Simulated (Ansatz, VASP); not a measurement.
# Cross-check of SiC (Moissanite 3C) between VASP and Ansatz

Wanted: the spread between two codes on one cell, functional and k mesh. Other levels of theory on this material are compared in a session of their own.

Method: plane waves, with VASP 6.6.1 beside it; band structure at r2SCAN, in Ansatz 0.2.0.

**1. The starting structure**

The structure is cubic, space group F-43m (No. 216). The conventional cell has a = 4.358 Å, b = 4.358 Å, c = 4.358 Å, α = 90.00°, β = 90.00°, γ = 90.00°. Nearest to Si lie 4 C at 1.89 Å. C has 4 Si at 1.89 Å nearest. Farther neighbours are not listed.

**2. Ansatz: band structure, r2SCAN**

Ansatz runs on its default PAW (the set named soft_2) files.

Levels along a path test the potential and the projectors away from the mesh points.

Input file input.yaml:

```yaml
crystal:
  lattice:
    - [0.0, 2.179, 2.179]
    - [2.179, 0.0, 2.179]
    - [2.179, 2.179, 0.0]
  atoms:
    - { symbol: Si, position: [0.0, 0.0, 0.0] }
    - { symbol: C, position: [0.25, 0.25, 0.25] }
hamiltonian:
  xc: r2scan
  pseudopotentials: { kind: paw }
kpoints:
  mp_grid: { grid: [5, 5, 5] }
  band_path:
    path:
      - [0.0, 0.0, 0.0]
      - [0.16667, 0.0, 0.16667]
      - [0.33333, 0.0, 0.33333]
      - [0.5, 0.0, 0.5]
      - [0.5, 0.08333, 0.58333]
      - [0.5, 0.18333, 0.68333]
      - [0.5, 0.25, 0.75]
      - [0.45, 0.3, 0.75]
      - [0.40833, 0.34167, 0.75]
      - [0.35, 0.35, 0.7]
      - [0.225, 0.225, 0.45]
      - [0.075, 0.075, 0.15]
      - [0.03333, 0.03333, 0.03333]
      - [0.23333, 0.23333, 0.23333]
      - [0.4, 0.4, 0.4]
      - [0.51667, 0.46667, 0.51667]
      - [0.55833, 0.38333, 0.55833]
      - [0.60833, 0.28333, 0.60833]
      - [0.60833, 0.25, 0.64167]
      - [0.55833, 0.25, 0.69167]
      - [0.51667, 0.25, 0.73333]
      - [0.5, 0.3, 0.7]
      - [0.5, 0.38333, 0.61667]
      - [0.5, 0.48333, 0.51667]
      - [0.475, 0.475, 0.55]
      - [0.425, 0.425, 0.65]
      - [0.38333, 0.38333, 0.73333]
      - [0.59167, 0.18333, 0.59167]
      - [0.55, 0.1, 0.55]
      - [0.5, 0.0, 0.5]
    npoints: 1
scf:
  occupations: { method: gaussian, width: 0.02 }
  n_extra_bands: 7
output:
  forces: true
  stress: true
  eigenvalues: true
```

Started as:

```sh
$ ansatz run input.yaml --threads 2 --pin off --max-ram 4608MiB --backend cpu --events-out ev --progress --plain --runs-dir out
```

Numbers of over 12 decimals in the logs are rounded to 6 here.

What it wrote:

```text
scf.n_extra_bands = 7 over 4 filled bands (N_el = 8.0): the run solves 11 bands
Engine: ansatz 0.2.0, aarch64-unknown-linux-gnu
Pseudopotentials: kind: paw
Pseudopotential: Si, paw, valence charge 4, recommended cutoff 500 eV (meta_gga), Si.paw.azcp
Pseudopotential: C, paw, valence charge 4, recommended cutoff 500 eV (meta_gga), C.paw.azcp
Functional definition: r2SCAN
  parameter k0 = 0.174
  parameter k1 = 0.065
  parameter a1 = 4.9479
  exchange = r2scan_x(k0 = k0, k1 = k1, a1 = a1)
  correlation = r2scan_c
Crystal: 2 atoms, lattice volume = 20.692 Å³
Basis set: ecut = 500 eV, 531 PW (Γ), exchange–correlation on 96×96×96 points (64 copies of the dense FFT grid, shifted against one another)
Bands: 11, of which v1, the nominal top of the filled ones, is band 4 counted from 1 (3 counted from 0)
Symmetry: 24 space group operations
Space group: F-43m (ITA 216), of the structure as read, at distance tolerance 2.7e-5 Å
k-points: 10 of 125 (time reversal used)
Non-local potential: Si, projectors of the file, l = 0: 2, l = 1: 2, l = 2: 2
Non-local potential: C, projectors of the file, l = 0: 2, l = 1: 2, l = 2: 1
PAW form: soft (Blöchl's): semilocal exchange-correlation on the pseudo side does not see the compensation charge
PAW frozen core: Si, regenerated for the run's functional (the file was generated under x = pbe(κ = 0.804, μ = 0.219515), c = pbe(β = 0.066725))
PAW frozen core: C, regenerated for the run's functional (the file was generated under x = pbe(κ = 0.804, μ = 0.219515), c = pbe(β = 0.066725))
PAW one-centre angular grid: Si, 302 points (default); XC on 160 Gauss nodes
PAW one-centre angular grid: C, 302 points (default); XC on 239 of its mesh's 2573 points in the sphere
Initial density: superposition of atomic densities (neutral atoms: chi_scale 0, normalization atom), corrected by the library's trained network
Initial wavefunctions: pseudopotential atomic-orbital guess
Functional: x = r2scan, c = r2scan; τ floored in thin density (d = 2e-4 eV/Å³)
SCF iter   1: F=—  HF=-891.255678 eV  |F-HF|=—  |Δ(HF+E_count)|=         —  Δρ=6.29e-3  dr2=6.53e-3  dr2_τ=1.99e-1  ethr=1.77e-3  ⟨swp⟩=6.2  Hψ=834  notcnv=0
preconditioner: auto → none  [insulator: Δε(μ)=2.155 eV  Ē_g=18.676 eV  σ=0.020 eV  W_gap=1.00  n_scr=0 (ndim 8)  ℏωp=23.1 eV  f_vac=0.000  D(μ)=0.00/eV (n_scr^D=0)  ε∞_Penn≈2.5]
SCF iter   2: F=—  HF=-891.300925 eV  |F-HF|=—  |Δ(HF+E_count)|=   4.52e-2  Δρ=4.14e-3  dr2=1.85e-3  dr2_τ=5.43e-5  ethr=8.16e-5  ⟨swp⟩=2.4  Hψ=284  notcnv=0  defer=20
SCF iter   3: F=—  HF=-891.301004 eV  |F-HF|=—  |Δ(HF+E_count)|=   7.82e-5  Δρ=3.39e-4  dr2=1.63e-5  dr2_τ=1.50e-5  ethr=2.32e-5  ⟨swp⟩=3.0  Hψ=180  notcnv=0  defer=20
SCF iter   4: F=—  HF=-891.301011 eV  |F-HF|=—  |Δ(HF+E_count)|=   7.52e-6  Δρ=9.82e-5  dr2=1.80e-6  dr2_τ=5.18e-8  ethr=2.04e-7  ⟨swp⟩=2.1  Hψ=130  notcnv=0  defer=20
SCF iter   5: F=—  HF=-891.301011 eV  |F-HF|=—  |Δ(HF+E_count)|=   2.32e-8  Δρ=5.15e-5  dr2=6.25e-7  dr2_τ=2.43e-8  ethr=2.25e-8  ⟨swp⟩=2.0  Hψ=127  notcnv=0  defer=20
SCF iter   6: F=-891.301011 eV  HF=-891.301011 eV  |F-HF|=1.70e-8  |Δ(HF+E_count)|=   8.14e-8  Δρ=1.15e-5  dr2=3.20e-8  dr2_τ=3.10e-10  ethr=1.25e-9  ⟨swp⟩=6.8  Hψ=514  notcnv=0
SCF 1 converged in 6 iterations: F = -891.301011 eV  dr2 = 3.20e-8
  greatest PAW one-centre occupation: 0.657 electrons in one spin orbital (limit 2), on the C atom at site 1 (counted from 0), in its partial waves of l = 0
NSCF: frozen V_eff on 30 k-points
SCF converged after 6 iterations
Free energy (F): -891.301011 eV
Harris-Foulkes:  -891.301011 eV  (|F-HF|=1.70e-8)
Internal energy: -891.301011 eV  (E = F + TS)
E sigma→0 (E₀):  -891.301011 eV
Fermi energy:    10.474874 eV
--- Per-component energies (eV) ---
  E_band       = 25.607698
  E_kinetic    = 136.157329
  E_local      = -103.813772  (includes V_loc(G=0)·N_el)
  E_nonlocal   = 50.310035
  E_hartree    = 32.587912
  E_xc         = -101.347532
  E_vxc        = -118.617530  (∫ρ·V_xc dr)
  E_paw        = -620.310006  (= ΣΔE_a)
  E_vpaw       = -9.167046  (= ΣTr[D̂ρ^β])
  E_aug_tail   = 0.000008  (compensation charges beyond the density's cutoff)
  E_vtau       = 5.564369  (kinetic-family band-sum trace: ∫τ·v_τ [+ j·A + Jᵃ·Aᵃ] dr)
  E_ewald      = -284.783780
  E_core_change = -0.101207  (= ΣΔE_core)
  E_smearing   = -0.000000  (= −TS)
  E_closure    = -0.000000  (closes the sum)
  Σ components = -891.301011   (vs F -891.301011, Δ=0.00e0)
--- Forces (eV/Å), atoms counted from 1 ---
  atom   1  Si     0.00000000    -0.00000000     0.00000000
  atom   2  C     -0.00000000     0.00000000     0.00000000
  max |Σ_I F_I| component: 1.48e-16 eV/Å
--- Stress (GPa, compression-positive) ---
       -0.168100      -0.000000      -0.000000
       -0.000000      -0.168100       0.000000
       -0.000000       0.000000      -0.168100
  P = ⅓ Tr σ = -0.1681 GPa (-1.681 kbar)
--- Band table (eV; the first three rows and the last of 10) ---
  k-point 0: bands = [-6.8070, 9.3790, 9.3790, 9.3790, 16.1783, 17.2158, 17.2158, 17.2158, ... 3 higher]
  k-point 1: bands = [-6.0070, 6.1160, 8.9172, 8.9172, 16.1334, 17.8512, 17.8512, 18.8985, ... 3 higher]
  k-point 2: bands = [-3.8943, 1.5951, 8.3534, 8.3534, 15.4413, 17.2858, 17.2858, 20.2975, ... 3 higher]
  k-point 9: bands = [-2.2472, 2.3715, 4.3666, 5.7991, 14.7812, 18.2837, 18.8125, 22.6004, ... 3 higher]
```

It took 0.88 s on 2 threads of Arm Neoverse V2, shared host; peak memory 0.3 GiB.

The column dr2 measures how far the density is from self-consistency, as an energy; F and HF (Harris–Foulkes) agree once it is small.

**3. VASP: band structure, r2SCAN**

The same cell, functional, mesh and smearing now go to VASP, with its own data sets and cutoff.

Lines of VASP's logs that name or quote its potential files are left out, and so is its time.

Input file INCAR:

```
SYSTEM = SiC
PREC = Accurate
ENCUT = 520
EDIFF = 1E-06
NELM = 100
ISMEAR = 0
SIGMA = 0.02
LREAL = .FALSE.
ALGO = Normal
METAGGA = R2SCAN
LASPH = .TRUE.
NBANDS = 16
LORBIT = 11
LWAVE = .FALSE.
LCHARG = .FALSE.
KPAR = 4
```

Input file POSCAR:

```
SiC
1.0
    0.0000000000      2.1790000000      2.1790000000
    2.1790000000      0.0000000000      2.1790000000
    2.1790000000      2.1790000000      0.0000000000
Si C
1 1
Direct
    0.0000000000      0.0000000000      0.0000000000
    0.2500000000      0.2500000000      0.2500000000
```

Input file KPOINTS:

```
Automatic mesh
0
Gamma
5 5 5
0 0 0
```

Input file KPOINTS_OPT:

```
Line mode
16
Line-mode
Reciprocal
  0.00000000   0.00000000   0.00000000 GAMMA
  0.50000000   0.00000000   0.50000000 X

  0.50000000   0.00000000   0.50000000 X
  0.50000000   0.25000000   0.75000000 W

  0.50000000   0.25000000   0.75000000 W
  0.37500000   0.37500000   0.75000000 K

  0.37500000   0.37500000   0.75000000 K
  0.00000000   0.00000000   0.00000000 GAMMA

  0.00000000   0.00000000   0.00000000 GAMMA
  0.50000000   0.50000000   0.50000000 L

  0.50000000   0.50000000   0.50000000 L
  0.62500000   0.25000000   0.62500000 U

  0.62500000   0.25000000   0.62500000 U
  0.50000000   0.25000000   0.75000000 W

  0.50000000   0.25000000   0.75000000 W
  0.50000000   0.50000000   0.50000000 L

  0.50000000   0.50000000   0.50000000 L
  0.37500000   0.37500000   0.75000000 K

  0.62500000   0.25000000   0.62500000 U
  0.50000000   0.00000000   0.50000000 X
```

PAW data sets: Si and C (PBE family, release 64).

Started as:

```sh
$ mpirun -np 4 vasp_std
```

What it wrote:

```text
[banner, memory and clock lines left out]
running    4 mpi-ranks, on    1 nodes
 distrk:  each k-point on    1 cores,    4 groups
 distr:  one band on    1 cores,    1 groups

 POSCAR found type information on POSCAR SiC
 POSCAR found :  2 types and       2 ions
|                                                                             |
|               ----> ADVICE to this user running VASP <----                  |
|                                                                             |
|     You enforced a specific xc type in the INCAR file but a different       |
|     [... a line on the potential file left out ...]
|     I HOPE YOU KNOW WHAT YOU ARE DOING!                                     |
|                                                                             |

 LDA part: xc-table for (None), standard interpolation
 POSCAR, INCAR and KPOINTS ok, starting setup
 FFT: planning ... GRIDC
 FFT: planning ... GRID_SOFT
 FFT: planning ... GRID
 WAVECAR not read
 entering main loop
       N       E                     dE             d eps       ncg     rms          rms(c)
DAV:   1     0.432683727385E-01    0.43268E-01   -0.40868E+03   320   0.449E+02
DAV:   2    -0.217675920834E+02   -0.21811E+02   -0.21002E+02   432   0.981E+01
DAV:   3    -0.223092385568E+02   -0.54165E+00   -0.54114E+00   392   0.117E+01
DAV:   4    -0.223104494875E+02   -0.12109E-02   -0.12109E-02   424   0.729E-01
DAV:   5    -0.223104531617E+02   -0.36743E-05   -0.36742E-05   360   0.360E-02    0.921E+00
DAV:   6    -0.192540714401E+02    0.30564E+01   -0.39057E+00   384   0.731E+00    0.493E+00
DAV:   7    -0.192835436465E+02   -0.29472E-01   -0.45782E-01   392   0.305E+00    0.255E+00
DAV:   8    -0.192940150834E+02   -0.10471E-01   -0.21884E-02   360   0.838E-01    0.279E-01
DAV:   9    -0.192940685463E+02   -0.53463E-04   -0.36596E-04   408   0.109E-01    0.110E-01
DAV:  10    -0.192941734054E+02   -0.10486E-03   -0.10592E-04   400   0.648E-02    0.743E-03
DAV:  11    -0.192941729094E+02    0.49593E-06   -0.20655E-06   424   0.684E-03
   1 F= -.19294173E+02 E0= -.19294173E+02  d E =-.160560E-13
 Start KPOINTS_OPT (optional k-point list driver)
k-point batch [1-10\160]
       N       E                     dE             ncg
DAV:   1     0.495604387085E+03   -0.67831E+03      328
DAV:   2     0.260770388469E+03   -0.23483E+03      408
DAV:   3     0.252849709106E+03   -0.79207E+01      352
DAV:   4     0.252829562039E+03   -0.20147E-01      440
DAV:   5     0.252829508388E+03   -0.53651E-04      360
DAV:   6     0.252829508217E+03   -0.17125E-06      384
[...]
k-point batch [151-160\160]
       N       E                     dE             ncg
DAV:   1     0.306604339574E+03   -0.35043E+04      336
DAV:   2     0.120094286622E+03   -0.18651E+03      448
DAV:   3     0.116468762358E+03   -0.36255E+01      368
DAV:   4     0.116461260329E+03   -0.75020E-02      448
DAV:   5     0.116461237346E+03   -0.22983E-04      384
DAV:   6     0.116461237252E+03   -0.93989E-07      416
```

From OUTCAR (step 3):

```text
ion  position               nearest neighbor table
   1  0.000  0.000  0.000-   2 1.89   2 1.89   2 1.89   2 1.89
   2  0.250  0.250  0.250-   1 1.89   1 1.89   1 1.89   1 1.89

  LATTYP: Found a face centered cubic cell.
 ALAT       =     4.3580000000

 Subroutine GETGRP returns: Found 24 space group operations
 (whereof 24 operations were pure point group operations)

The static configuration has the point symmetry T_d .

 Found     10 irreducible k-points:

   k-points           NKPTS =     10   k-points in BZ     NKDIM =     10   number of bands    NBANDS=     16

   dimension x,y,z NGX =    24 NGY =   24 NGZ =   24
   dimension x,y,z NGXF=    48 NGYF=   48 NGZF=   48

   ENCUT  =  520.0 eV  38.22 Ry    6.18 a.u.   5.73  5.73  5.73*2*pi/ulx,y,z

   NELECT =       8.0000    total number of electrons

 k-points in reciprocal lattice and weights: Automatic mesh
   0.00000000  0.00000000  0.00000000       0.008
   0.20000000  0.00000000  0.00000000       0.064
   0.40000000  0.00000000  0.00000000       0.064
   0.20000000  0.20000000  0.00000000       0.048
   0.40000000  0.20000000  0.00000000       0.192
  -0.40000000  0.20000000  0.00000000       0.192
  -0.20000000  0.20000000  0.00000000       0.096
   0.40000000  0.40000000  0.00000000       0.048
  -0.40000000  0.40000000  0.00000000       0.096
  -0.40000000  0.40000000  0.20000000       0.192

 average (electrostatic) potential at core
       1 -83.3290       2 -46.6478

 E-fermi :   8.0970

 k-point     1 :       0.0000    0.0000    0.0000
  band No.  band energies     occupation
      1      -8.1854      2.00000
      2       8.0000      2.00000
      3       8.0000      2.00000
      4       8.0000      2.00000
      5      14.8315      0.00000
      6      15.8349      0.00000
      7      15.8349      0.00000
      8      15.8349      0.00000
      9      23.1929      0.00000
    ...

 k-point     2 :       0.2000    0.0000    0.0000
  band No.  band energies     occupation
      1      -7.3855      2.00000
      2       4.7383      2.00000
      3       7.5373      2.00000
      4       7.5373      2.00000
      5      14.7681      0.00000
      6      16.4748      0.00000
      7      16.4748      0.00000
      8      17.5352      0.00000
      9      21.5934      0.00000
    ...

 k-point     3 :       0.4000    0.0000    0.0000
  band No.  band energies     occupation
      1      -5.2731      2.00000
      2       0.2171      2.00000
      3       6.9728      2.00000
      4       6.9728      2.00000
      5      14.0764      0.00000
      6      15.9149      0.00000
      7      15.9149      0.00000
      8      18.9348      0.00000
      9      24.5798      0.00000
    ...

  Total       -0.0453727     -0.0453727     -0.0453727     -0.0000000      0.0000000      0.0000000
  in kB       -3.5132039     -3.5132039     -3.5132039     -0.0000000      0.0000000      0.0000000
  external PRESSURE =      -3.5132039 kB  Pullay stress =       0.0000000 kB

  energy-cutoff  :      520.00
  volume of cell :       20.69
      direct lattice vectors                 reciprocal lattice vectors
     0.000000000  2.179000000  2.179000000    -0.229463056  0.229463056  0.229463056
     2.179000000  0.000000000  2.179000000     0.229463056 -0.229463056  0.229463056
     2.179000000  2.179000000  0.000000000     0.229463056  0.229463056 -0.229463056

 POSITION                                       TOTAL-FORCE (eV/Angst)
 -----------------------------------------------------------------------------------
      0.00000      0.00000      0.00000        -0.000000     -0.000000     -0.000000
      1.08950      1.08950      1.08950         0.000000      0.000000      0.000000
 -----------------------------------------------------------------------------------
    total drift:                               -0.000001     -0.000001     -0.000001

  FREE ENERGIE OF THE ION-ELECTRON SYSTEM (eV)
  ---------------------------------------------------
  free  energy   TOTEN  =       -19.2941729094 eV

  energy  without entropy=      -19.2941729094  energy(sigma->0) =      -19.29417291

 total charge
# of ion       s       p       d       tot
------------------------------------------
    1        0.700   0.982   0.000   1.682
    2        0.848   1.719   0.000   2.566
--------------------------------------------------
tot          1.547   2.701   0.000   4.248

[... 3 further parts left out ...]
```

The run ends at a pressure of -0.35 GPa.

**4. Differences**

Known differences besides the potentials themselves: VASP keeps PBE cores, Ansatz makes them for the functional; the cutoff is 500 eV in Ansatz and 520 eV in VASP. Total energies have different zeros and are not compared.

Both answers:

```tsv
quantity	Ansatz	VASP	difference
pressure (GPa)	-0.17	-0.35	+0.18
gap over the path points (eV)	1.700	1.711	-0.011
```

Levels at points of the path, from each program's valence-band top (eV; 3 filled, then empty):

```tsv
k (reciprocal lattice)	Ansatz	VASP
0.000 0.000 0.000	0.00 0.00 0.00 6.80 7.84 7.84	0.00 0.00 0.00 6.83 7.83 7.83
0.167 0.000 0.167	-1.88 -1.16 -1.16 6.06 7.95 9.69	-1.88 -1.16 -1.16 6.06 7.97 9.69
0.333 0.000 0.333	-5.30 -2.73 -2.73 3.04 5.72 13.03	-5.30 -2.73 -2.73 3.05 5.72 13.05
0.500 0.000 0.500	-8.06 -3.34 -3.34 1.70 4.80 15.10	-8.06 -3.34 -3.34 1.71 4.81 15.12
0.500 0.083 0.583	-7.91 -3.79 -3.79 2.57 5.63 13.94	-7.91 -3.80 -3.79 2.58 5.64 13.97
0.500 0.183 0.683	-7.44 -4.84 -4.62 4.80 8.17 11.14	-7.44 -4.84 -4.62 4.81 8.18 11.16
0.500 0.250 0.750	-7.25 -5.18 -4.82 5.71 10.10 10.21	-7.25 -5.18 -4.82 5.72 10.12 10.22
0.450 0.300 0.750	-7.36 -5.47 -4.00 5.00 8.89 10.89	-7.35 -5.47 -4.00 5.01 8.90 10.91
0.408 0.342 0.750	-7.48 -5.67 -3.05 3.91 8.48 11.99	-7.47 -5.68 -3.05 3.92 8.48 12.01
0.350 0.350 0.700	-7.38 -5.88 -2.46 3.96 9.42 11.98	-7.37 -5.88 -2.46 3.97 9.43 11.99
```

Among the levels compared at these points, filled levels agree within 3 meV and empty ones within 32 meV.

**5. Summary of results**

```yaml
difference_in_gap_over_the_path_points_band_structure_r2scan: -0.011 eV
```

In words: The difference in gap over the path points is -0.011 eV (band structure, r2SCAN), within the 0.08 eV picked in this series as the mark of a large difference. 6 further runs of this series are not shown here. How closely two codes agree says nothing of how well the functional describes the real material.

[Lines on the potential files, build, host, timing and source positions are cut from VASP's logs without a mark.]

[Logs are printed without paths, hosts, clocks, repeated set-up lines and the standing remarks that a program may print on its own settings, such as how far it seeks lower states.]

[Hosts, paths, dates, database ids (printed as entryN), source tags and the programs' standing remarks are cut or masked in the printed files.]
